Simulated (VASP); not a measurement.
Input of a VASP 6.6.1 run:

Contents of INCAR:

```
SYSTEM = Ge
ALGO = Normal ; EDIFF = 1E-6
ENCUT = 450 ; GGA = PE
ISIF = 2 ; ISMEAR = 0
LASPH = .TRUE. ; LCHARG = .FALSE.
LREAL = .FALSE. ; LWAVE = .FALSE.
NELM = 80 ; PREC = Accurate
SIGMA = 0.02
```

The input KPOINTS:

```
k-points
0
G
  7 7 6
  0 0 0
```

The input POSCAR:

```
Ge
1.0
    1.3971490000     -2.6005160000      0.0000000000
    1.3971490000      2.6005160000      0.0000000000
    0.0000000000      0.0000000000      2.6982310000
Ge
1
Direct
    0.5000000000      0.5000000000      0.0000000000
```

Potentials or basis: VASP PAW PBE potentials, release 64 (Ge_d_GW).

The run is started by

```bash
$ cat potpaw_PBE.64/Ge_d_GW/POTCAR > POTCAR
$ mpirun -np 1 vasp_std > vasp.out
```

Problem. What does it give for the band gap on the k mesh?

Solution. None (metal or under the smearing width).

Problem. Estimate the pressure.

Solution. -2.3 GPa.

Stress tensor (GPa, compression positive):
```
 1.29  0.00  0.00
 0.00 -6.92  0.00
 0.00  0.00 -1.37
```

Caveat: the k mesh is coarse (spacing up to 0.39 Å⁻¹), so the values aren't converged; the cutoff is under 1.25 times the usual one of these potentials, so pressure, stress and relaxed cells hold a basis-set (Pulay) error.
